**Question**

A process group uses the functional BEEF-vdW for molecules on surfaces and would like to take the stiffness of its solids from the same calculations. The bulk modulus $B$ is the pressure needed per relative loss of volume. Seven crystals serve as a test.

GPAW 26.7.0, plane-wave Kohn-Sham DFT with the BEEF-vdW functional for seven periodic crystals, without spin polarisation and with Fermi-Dirac smearing of 0.05 eV. Each computed bulk modulus is taken at the energy minimum of an equation of state fitted to seven volumes, from 0.94 to 1.06 times that of the given cell.

| formula | space group | volume of the given cell (Å³/atom) | potentials or basis | wave cutoff (eV) | k-mesh | computed bulk modulus (GPa) | measured bulk modulus (GPa) | range of the values found (GPa) | what was measured, and how | source | computed over measured, less one (%) |
| --- | --- | --- | --- | --- | --- | --- | --- | --- | --- | --- | --- |
| Al | Fm-3m | 16.60 | GPAW PAW data sets (gpaw data 1.2.1) | 600 | 11x11x11 | 81.1 | 76.9 | one value | bulk modulus; literature experiment; bulk crystal | pmc:3831299 (2013) | 5.5 |
| ZnS | F-43m | 19.73 | GPAW PAW data sets (gpaw data 1.2.1) | 600 | 7x7x7 | 66.5 | 76.9 | one value | B0; experimental value quoted from literature; bulk crystal | arXiv:0911.5022 (2009) | -13.5 |
| BAs | F-43m | 13.63 | GPAW PAW data sets (gpaw data 1.2.1) | 800 | 8x8x8 | 127.7 | 148 | one value | literature experimental value; not stated; bulk crystal | arXiv:1911.11281 (2019) | -13.7 |
| BP | F-43m | 11.68 | GPAW PAW data sets (gpaw data 1.2.1) | 800 | 10x10x10 | 160.4 | 174 | 173 to 179 | B0, Murnaghan EOS fit with V0 fixed at 93.45 A^3; XRD in diamond anvil cell; powder | arXiv:1505.05714 (2015) | -7.8 |
| Ta | Im-3m | 18.01 | GPAW PAW data sets (gpaw data 1.2.1) | 600 | 11x11x11 | 194.0 | 194 | one value | isothermal K0 from ultrasonic data; ultrasonic measurement; bulk crystal | arXiv:cond-mat/0403080 (2004) | 0.0 |
| SiC | F-43m | 10.35 | GPAW PAW data sets (gpaw data 1.2.1) | 800 | 10x10x10 | 208.4 | 225 | one value | bulk modulus B; quoted earlier experiment; bulk crystal | pmc:9505936 (2022) | -7.4 |
| C | Fd-3m | 5.67 | GPAW PAW data sets (gpaw data 1.2.1) | 800 | 10x10x10 | 429.3 | 442 | 441.8 to 444.8 | B0 from ultrasound; ultrasonic measurement; bulk crystal | arXiv:cond-mat/0702656 (2007) | -2.9 |

Each computed modulus belongs to the volume $V_0$ at which the calculated energy is lowest. The printed volume $V$ is that of the given cell, which lies close to the lattice known from measurement. The energy curves also yield $B'$, the rise of the modulus per unit of pressure. For three rows they give:

- BAs: $V_0 = 14.06$ Å³/atom, $B' = 4.50$
- ZnS: $V_0 = 20.82$ Å³/atom, $B' = 4.28$
- Ta: $V_0 = 18.51$ Å³/atom, $B' = 3.95$

(a) Estimate the modulus of BAs at the given cell. How much of its error comes from the volume?

(b) Between the given cell and $V_0$, why does the computed modulus of ZnS fall by a larger fraction than that of BAs?

(c) The computed modulus of Ta agrees with the measured one. Does this show that the functional describes Ta well?

(d) Which volume should the group use, for what accuracy, and at what cost?

**Model answer**

**(a) BAs: a stretched crystal is a soft one**

One per cent too much volume costs about four per cent of the modulus. The reason is the shape of a bond's energy curve, which is steep on the side of compression and flat on the side of stretching. A crystal held at too large a volume sits further out on the flat side, where the curvature is smaller. The modulus measures this curvature.

To turn this into a number, let the modulus rise linearly with pressure $P$, so that $B = B_0 + B'P$, where $B_0$ is the modulus at $V_0$. By definition $B = -V\,dP/dV$. Together these give $dB/B = -B'\,dV/V$, and integration from $V_0$ to $V$ yields

$$B(V) = B_0\left(\frac{V_0}{V}\right)^{B'}.$$

For BAs the volume ratio is $14.06/13.63 = 1.032$, an expansion of about 3 %. Raised to the power 4.50 it becomes 1.15, so

$$B(V) \approx 127.7 \times 1.15 \approx 147\ \text{GPa}.$$

The measured value is 148 GPa. Nearly all of the 14 % shortfall of BAs therefore goes with the volume. The measured modulus did not enter the estimate.

The formula can be checked against the calculated energies. Their curvature at the given cell, taken from the energy there and at volumes 4 % smaller and larger, agrees with the estimate within 1 % in every row. This confirms the step from one volume to the other. It does not test the functional, since both numbers come from the same energy curve.

Theory offers a reason for the expansion. A functional of this kind lowers the exchange energy where the electron density varies strongly compared with its own size. As a crystal expands, the density between the atoms thins out and this relative variation grows, so a functional that rewards it strongly favours larger volumes. BEEF-vdW is known for lattices that are somewhat too large, but with no second functional in the table this cause is argued and not shown.

This leaves the question why a change of volume can help so much. Suppose the functional's error in the energy changes almost linearly with volume. It then acts like a constant outward push: it shifts the minimum but adds no curvature. Back at the given cell, the modulus is nearly free of it.

**(b) ZnS: the same push on a softer crystal**

The push shows up as the pressure that the calculation finds in the given cell. From $B = B_0 + B'P$ it follows for BAs as $P = (147 - 127.7)/4.50 \approx 4.3$ GPa. For ZnS and SiC it is also between 4 and 5 GPa. These three crystals differ almost threefold in stiffness, yet their computed pressures are nearly the same.

The loss in modulus is $B'P$, which for these three comes to a little under 20 GPa. Hard SiC can spare that amount, about 8 % of its modulus at the given cell. For BAs it is about 13 %, and for soft ZnS about a fifth. The soft crystal also expands more under nearly the same pressure, by 5.5 % against 2.2 % for SiC, which is the same fact seen from the side of the volume.

The equal pressure is no general rule. In diamond and BP it is below 2 GPa and in Al it is almost absent. This does not mean that the functional spares these crystals. In a real crystal the vibrations push outwards too, and the measured volume contains the expansion they cause. The calculation leaves them out, so its pressure in the given cell is expected to understate the functional's own push. The effect should be large in diamond, whose light and stiffly bound atoms vibrate strongly even at absolute zero. How much of the differences between the crystals it explains can't be read from the table.

ZnS also shows where the volume correction fails. Moved to the given cell, its modulus rises from 66.5 to about 84 GPa and overshoots the measured 76.9 GPa by 9 %. The value at $V_0$ is the least secure in the table, because the minimum lies close to the largest volume calculated. The value at the given cell lies in the middle of the calculated range, so the overshoot can't be blamed on that. Whether the functional's curvature, the potentials, the untested cutoff and mesh or the single measured value is at fault remains open.

**(c) Ta: agreement at the wrong volume**

It does not. The agreement belongs to a crystal that is 2.8 % too large. At the given cell the formula yields

$$194.0 \times \left(\frac{18.51}{18.01}\right)^{3.95} \approx 216\ \text{GPa},$$

which is 11 % above the measured 194 GPa. Two errors cancel: the calculated energy curve is too strongly bent at the given volume, and the expansion softens it by the same amount.

The other metal does not repeat this pattern. Al hardly changes its volume and is about 5 % too stiff at either one. The k-mesh was not tested for convergence in either metal, and metals are sensitive to that. Two metals that behave so differently do not make a rule for metals.

**(d) Advice**

For ranking materials, or for a modulus within about 15 %, the functional's own volume is good enough. The computed moduli span more than a factor of six and stand in the measured order, except that measurement puts Al and ZnS level. The five crystals with a band gap all come out too soft, by 9 % on average. A designer who uses such a value for a semiconductor should expect the real crystal to be stiffer.

For a modulus within 5 %, the volume must be right to about 1 %. If the measured lattice is known, the modulus should be taken there. The average error of the five gapped crystals then falls from 9 % to 3 %. Of all seven rows, five come within 5 % of measurement, against two at the functional's own volume, but ZnS stays outside and Ta moves outside.

An accuracy of 2 % can't be promised from this table. For BP alone the measured values found run from 173 to 179 GPa, a spread of more than 3 %. Cutoffs and meshes were not varied within a row, so their share of the error is unknown.

The choice of volume costs nothing extra, because both moduli come from the same energy curve. If only the value at the given cell is needed, three volumes can replace the seven used here, at less than half the cost, though three points give no warning of a noisy curve. Raising the cutoff from 600 to 800 eV needs about half as many plane waves again, since their number grows as the power 3/2 of the cutoff. That money is well spent only after a test has shown that the modulus still moves.

The given cell has a price of another kind: the calculated crystal is under pressure there. In SiC this amounts to 4.7 GPa. Squeezing SiC by a further 0.1 % in volume adds only about $0.001 \times 227 \approx 0.2$ GPa. The stress caused by a small strain must therefore be taken as the difference between the strained and the unstrained cell, not as the raw stress of one.

If the lattice is unknown, the given-cell route is closed. A functional made for solids is then the better choice for stiffness, because such functionals usually give closer volumes at a similar cost per run. That is general experience, which this table does not test. BEEF-vdW can still be kept for the molecules on the surface.

**Remarks on the reasoning**

A common mistake is to read the last column of the table as a ranking of how well each crystal is described. Ta would then come first. The column mixes an error of volume with an error of curvature, and only a comparison at a common volume separates them. A good answer asks at which volume a modulus was taken before it judges the functional.

A second mistake is to claim that the given cell removes the error altogether. It does so nearly in BAs and SiC. In BP and diamond about half of the shortfall remains, and in Ta the agreement is lost. The picture of a constant outward push is thus a good first account for some crystals and an incomplete one for others.

Some candidates blame temperature for the soft results. The calculation describes atoms at rest, whereas real atoms vibrate, which usually makes a crystal softer. A calculation without vibrations should therefore come out too stiff, so their absence can't explain why the gapped crystals come out too soft. At the given cell the comparison is fairer, since the measured volume already contains the expansion that the vibrations cause.

Full marks in part (d) require a statement of purpose. The step between the two volumes changes the modulus by 1 % in Al and by 26 % in ZnS. Measurement finds these two equally stiff, so softness alone does not decide the size of the step. Whether the step matters depends on the accuracy needed, and an answer that names one best setting for every use has missed this.
